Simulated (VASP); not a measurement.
# CdS in VASP: one cell, several levels of theory, part 2 of 2

VASP 6.6.1, plane waves, PAW. The steps go on from the part before.

## 3. Single point with r2SCAN

The input, INCAR:

```
ENCUT = 520.000000
SIGMA = 0.010000
EDIFF = 1.00e-07
ALGO = Normal
METAGGA = R2SCAN
PREC = Accurate
IBRION = -1
ISIF = 2
ISMEAR = 0
NBANDS = 16
NELM = 120
NSW = 0
LASPH = .TRUE.
LCHARG = .FALSE.
LWAVE = .FALSE.
LREAL = .FALSE.
```

The input, KPOINTS:

```
KPOINTS created by Atomic Simulation Environment
0
Gamma
8 8 8
0 0 0
```

The input, KPOINTS_OPT:

```
special points
6
Reciprocal
0.0000000000 0.0000000000 0.0000000000 1
-0.5000000000 -0.5000000000 0.0000000000 1
-0.3750000000 -0.3750000000 0.2500000000 1
-0.3750000000 0.0000000000 0.3750000000 1
0.0000000000 0.0000000000 0.5000000000 1
-0.5000000000 -0.2500000000 0.2500000000 1
```

The input, POSCAR:

```
Cd S
 1.0000000000000000
     0.0000000000000000    3.0567834368000000    2.7523563374000002
     3.0567834368000000    0.0000000000000000    2.7523563374000002
     3.0567834368000000    3.0567834368000000    0.0000000000000000
 Cd  S
   1   1
Cartesian
  0.0000000000000000  0.0000000000000000  0.0000000000000000
  1.5283917184000000  1.5283917184000000  1.3761781687000001
```

Command:

```console
$ mpirun -np 1 vasp_std
```

Printed to the terminal (iteration lines stand in OSZICAR):

```text
POSCAR found type information on POSCAR CdS
 POSCAR found :  2 types and       2 ions
 -----------------------------------------------------------------------------
|                                                                             |
|                                                                             |
|     You enforced a specific xc type in the INCAR file but a different       |
|     I HOPE YOU KNOW WHAT YOU ARE DOING!                                     |
|                                                                             |
 -----------------------------------------------------------------------------

 LDA part: xc-table for (None), standard interpolation
 POSCAR, INCAR and KPOINTS ok, starting setup
 FFT: planning ... GRIDC
 FFT: planning ... GRID_SOFT
 FFT: planning ... GRID
 WAVECAR not read
 entering main loop
 Start KPOINTS_OPT (optional k-point list driver)
k-point batch [1-6\6]
```

OSZICAR:

```text
N       E                     dE             d eps       ncg     rms          rms(c)
DAV:   1     0.816457233267E+02    0.81646E+02   -0.92758E+03  1936   0.105E+03
DAV:   2    -0.305641660970E+02   -0.11221E+03   -0.10546E+03  2256   0.255E+02
DAV:   3    -0.348436502936E+02   -0.42795E+01   -0.42698E+01  2344   0.524E+01
DAV:   4    -0.348692129651E+02   -0.25563E-01   -0.25560E-01  2376   0.395E+00
DAV:   5    -0.348695552051E+02   -0.34224E-03   -0.34223E-03  2352   0.429E-01    0.713E+00
DAV:   6    -0.296790695289E+02    0.51905E+01   -0.31989E+00  1944   0.260E+01    0.857E+00
DAV:   7    -0.296467864900E+02    0.32283E-01   -0.29123E-01  2432   0.546E+00    0.523E+00
DAV:   8    -0.296620941368E+02   -0.15308E-01   -0.60825E-02  2264   0.272E+00    0.120E+00
DAV:   9    -0.296663761342E+02   -0.42820E-02   -0.63435E-03  2536   0.677E-01    0.185E-01
DAV:  10    -0.296666388736E+02   -0.26274E-03   -0.23835E-03  2312   0.494E-01    0.169E-01
DAV:  11    -0.296665799572E+02    0.58916E-04   -0.15111E-04  2312   0.178E-01    0.976E-02
DAV:  12    -0.296665582225E+02    0.21735E-04   -0.17379E-04  2280   0.146E-01    0.382E-02
DAV:  13    -0.296665570412E+02    0.11813E-05   -0.34534E-06  2256   0.240E-02    0.615E-03
DAV:  14    -0.296665566997E+02    0.34154E-06   -0.24125E-07  2376   0.496E-03    0.194E-03
DAV:  15    -0.296665566296E+02    0.70114E-07   -0.36226E-08  1312   0.141E-03
   1 F= -.29666557E+02 E0= -.29666557E+02  d E =-.119145E-74
       N       E                     dE             ncg
DAV:   1     0.204895149268E+04   -0.31659E+04      200
DAV:   2     0.138948733641E+04   -0.65946E+03      232
DAV:   3     0.136450647774E+04   -0.24981E+02      240
DAV:   4     0.136435893417E+04   -0.14754E+00      240
DAV:   5     0.136435697515E+04   -0.19590E-02      248
DAV:   6     0.136435693741E+04   -0.37745E-04      240
DAV:   7     0.136435693652E+04   -0.88951E-06      240
DAV:   8     0.136435693650E+04   -0.21348E-07      208
```

OUTCAR, selected sections:

```text
k-points           NKPTS =     59   k-points in BZ     NKDIM =     59   number of bands    NBANDS=     16

   NELECT =      18.0000    total number of electrons

   dimension x,y,z NGX =    32 NGY =   32 NGZ =   32
   dimension x,y,z NGXF=    64 NGYF=   64 NGZF=   64

  energy-cutoff  :      520.00
  volume of cell :       51.44
      direct lattice vectors                 reciprocal lattice vectors
     0.000000000  3.056783437  2.752356337    -0.163570632  0.163570632  0.181662524
     3.056783437  0.000000000  2.752356337     0.163570632 -0.163570632  0.181662524
     3.056783437  3.056783437  0.000000000     0.163570632  0.163570632 -0.181662524

 k-points in reciprocal lattice and weights: KPOINTS created by Atomic Simulation Env
   0.00000000  0.00000000  0.00000000       0.002
   0.12500000  0.00000000  0.00000000       0.016
   0.25000000  0.00000000  0.00000000       0.016
   0.37500000  0.00000000  0.00000000       0.016
   0.50000000  0.00000000  0.00000000       0.008
   0.12500000  0.12500000  0.00000000       0.004
   0.25000000  0.12500000  0.00000000       0.016
   0.37500000  0.12500000  0.00000000       0.016
[... 51 more k-points ...]

 E-fermi :   1.0241

 k-point     1 :       0.0000    0.0000    0.0000
  band No.  band energies     occupation
      1     -11.8882      2.00000
      2      -7.1064      2.00000
      3      -7.1064      2.00000
      4      -7.0547      2.00000
      5      -6.6589      2.00000
      6      -6.6282      2.00000
      7       0.6427      2.00000
      8       0.6427      2.00000
      9       0.8972      2.00000
     10       2.2260      0.00000
     11       7.8870      0.00000
     12       7.8900      0.00000
     13       7.8900      0.00000
     14      11.9932      0.00000
     15      12.3735      0.00000
     16      13.0880      0.00000

 k-point     2 :       0.1250    0.0000    0.0000
  band No.  band energies     occupation
      1     -11.8293      2.00000
      2      -7.0865      2.00000
      3      -7.0689      2.00000
      4      -7.0181      2.00000
      5      -6.6556      2.00000
      6      -6.6311      2.00000
      7      -0.2362      2.00000
      8       0.5138      2.00000
      9       0.7256      2.00000
     10       3.0321      0.00000
     11       7.4913      0.00000
     12       8.0294      0.00000
     13       8.1684      0.00000
     14      11.5594      0.00000
     15      12.0883      0.00000
     16      13.3502      0.00000

 k-point     3 :       0.2500    0.0000    0.0000
  band No.  band energies     occupation
      1     -11.6864      2.00000
      2      -7.0455      2.00000
      3      -7.0067      2.00000
      4      -6.8518      2.00000
      5      -6.6384      2.00000
      6      -6.6304      2.00000
      7      -1.6618      2.00000
      8       0.2213      2.00000
      9       0.5033      2.00000
     10       3.8698      0.00000
     11       7.3161      0.00000
     12       8.1185      0.00000
     13       8.6968      0.00000
     14      11.6377      0.00000
     15      11.6851      0.00000
     16      12.9963      0.00000

 k-point     4 :       0.3750    0.0000    0.0000
  band No.  band energies     occupation
      1     -11.5435      2.00000
      2      -7.0167      2.00000
      3      -6.9623      2.00000
      4      -6.6537      2.00000
      5      -6.6052      2.00000
      6      -6.5040      2.00000
      7      -2.9067      2.00000
      8      -0.0514      2.00000
      9       0.3009      2.00000
     10       4.0800      0.00000
     11       7.9464      0.00000
     12       7.9487      0.00000
     13       8.9470      0.00000
     14      11.8042      0.00000
     15      12.9059      0.00000
     16      12.9789      0.00000

 k-point     5 :       0.5000    0.0000    0.0000
  band No.  band energies     occupation
      1     -11.4847      2.00000
      2      -7.0087      2.00000
      3      -6.9473      2.00000
      4      -6.6378      2.00000
      5      -6.5863      2.00000
      6      -6.2974      2.00000
      7      -3.4630      2.00000
      8      -0.1600      2.00000
      9       0.2206      2.00000
     10       4.0662      0.00000
     11       7.8441      0.00000
     12       8.4746      0.00000
     13       8.8677      0.00000
     14      12.0665      0.00000
     15      13.4388      0.00000
     16      14.2125      0.00000

 k-point     6 :       0.1250    0.1250    0.0000
  band No.  band energies     occupation
      1     -11.8022      2.00000
      2      -7.0661      2.00000
      3      -7.0661      2.00000
      4      -7.0134      2.00000
      5      -6.6426      2.00000
      6      -6.6353      2.00000
      7      -0.0936      2.00000
      8       0.3192      2.00000
      9       0.3192      2.00000
     10       3.4139      0.00000
     11       6.9828      0.00000
     12       8.2394      0.00000
     13       8.2394      0.00000
     14      11.8637      0.00000
     15      12.1528      0.00000
     16      14.1190      0.00000

 k-point     7 :       0.2500    0.1250    0.0000
  band No.  band energies     occupation
      1     -11.6834      2.00000
      2      -7.0196      2.00000
      3      -7.0190      2.00000
      4      -6.9061      2.00000
      5      -6.6255      2.00000
      6      -6.6223      2.00000
      7      -1.2442      2.00000
      8      -0.0122      2.00000
      9       0.2132      2.00000
     10       4.2193      0.00000
     11       6.5378      0.00000
     12       8.5166      0.00000
     13       8.6305      0.00000
     14      11.1158      0.00000
     15      12.3336      0.00000
     16      13.6594      0.00000

 k-point     8 :       0.3750    0.1250    0.0000
  band No.  band energies     occupation
      1     -11.5426      2.00000
      2      -6.9840      2.00000
      3      -6.9702      2.00000
      4      -6.7475      2.00000
      5      -6.5944      2.00000
      6      -6.4968      2.00000
      7      -2.5047      2.00000
      8      -0.2800      2.00000
      9      -0.0015      2.00000
     10       4.5484      0.00000
     11       7.0405      0.00000
     12       8.4460      0.00000
     13       8.5751      0.00000
     14      11.4651      0.00000
     15      13.3110      0.00000
     16      13.5333      0.00000

[... the tables of k-points 9 to 59 left out ...]

  Total       -0.4206057     -0.4206057      0.0842903      0.0000000      0.0000000     -0.0000000
  in kB      -13.1015205    -13.1015205      2.6255723      0.0000000      0.0000000     -0.0000000
  external PRESSURE =      -7.8591562 kB  Pullay stress =       0.0000000 kB

 POSITION                                       TOTAL-FORCE (eV/Angst)
 -----------------------------------------------------------------------------------
      0.00000      0.00000      0.00000        -0.000000     -0.000000      0.000000
      1.52839      1.52839      1.37618         0.000000      0.000000     -0.000000
 -----------------------------------------------------------------------------------
    total drift:                               -0.000006     -0.000006     -0.000002

  FREE ENERGIE OF THE ION-ELECTRON SYSTEM (eV)
  ---------------------------------------------------
  free  energy   TOTEN  =       -29.6665566296 eV

  energy  without entropy=      -29.6665566296  energy(sigma->0) =      -29.66655663
```

Hardware: 1 MPI rank of Intel Xeon Platinum 8488C, shared host.

The levels at the points of KPOINTS_OPT are read from vasprun.xml.

Near the gap, in eV above the top of the last filled band v; c is the band after it:

| point | v−1 | v | c | c+1 |
| --- | --- | --- | --- | --- |
| Γ | -0.25 | 0.00 | 1.33 | 6.99 |
| X | -2.20 | -2.20 | 3.56 | 3.93 |
| U | -2.50 | -1.86 | 4.06 | 5.29 |
| K | -2.58 | -1.45 | 4.66 | 5.78 |
| L | -1.06 | -0.68 | 3.17 | 6.95 |
| W | -2.26 | -2.25 | 5.42 | 5.43 |

Gap with r2SCAN: 1.33 eV, direct (Γ). Pressure: -0.79 GPa; the forces vanish within 0.01 eV/Å.

## 4. Summary

What follows sums up all 2 parts.

| level | gap (eV) | pressure (GPa) | Ansatz: gap (eV) | Ansatz: pressure (GPa) |
| --- | --- | --- | --- | --- |
| PBE | 0.89 | 0.66 | 0.88 | 0.36 |
| r2SCAN | 1.33 | -0.79 | 1.33 | -1.07 |

What this shows: The gap runs from 0.89 eV (PBE) to 1.33 eV (r2SCAN). The pressure is highest with PBE (0.7 GPa) and lowest with r2SCAN (-0.8 GPa), which orders the cells that they would relax to. The two programs agree on the gap within 0.01 eV, far less than the spread between functionals. The two codes have different PAW datasets and cutoffs. VASP's cell holds 18 valence electrons and Ansatz's 26.
